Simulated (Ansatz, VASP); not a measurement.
# ZnSe in VASP and in Ansatz

```
Zn Se
1.0
     0.00000    2.74879    2.83380
     2.74879    0.00000    2.83380
     2.74879    2.74879    0.00000
Zn Se
1 1
Cartesian
  0.0000 0.0000 0.0000
  4.1232 4.1232 4.2507
```

Change from the starting cell: equal xx and yy strain of -3 %, crystal datasets.

Alike in both runs: task electric field gradients; functional PBE; k mesh 8 × 8 × 8; occupations fermi-dirac, width 0.03 eV; no spin polarisation.

|  | VASP | Ansatz |
| --- | --- | --- |
| version | VASP 6.6.1 | Ansatz 0.2.0 |
| potentials or method | VASP PAW PBE potentials, release 64 (Zn, Se), cutoff 520 eV | all-electron PAW with datasets made for the crystal, scalar-relativistic |

```csv
,VASP,Ansatz,Ansatz less VASP
gap on the k mesh at the Fermi level (eV),1.50,1.50,-0.002
pressure (GPa),7.0,6.7,-0.29
largest component of the traceless stress (GPa),0.68,0.69,+0.006
Vzz of the field gradient on the site that differs most (V/Å²),13.3,13.8,+0.55
```

Ansatz ran all-electron here, so the differences hold the error of VASP's frozen core and of both bases.
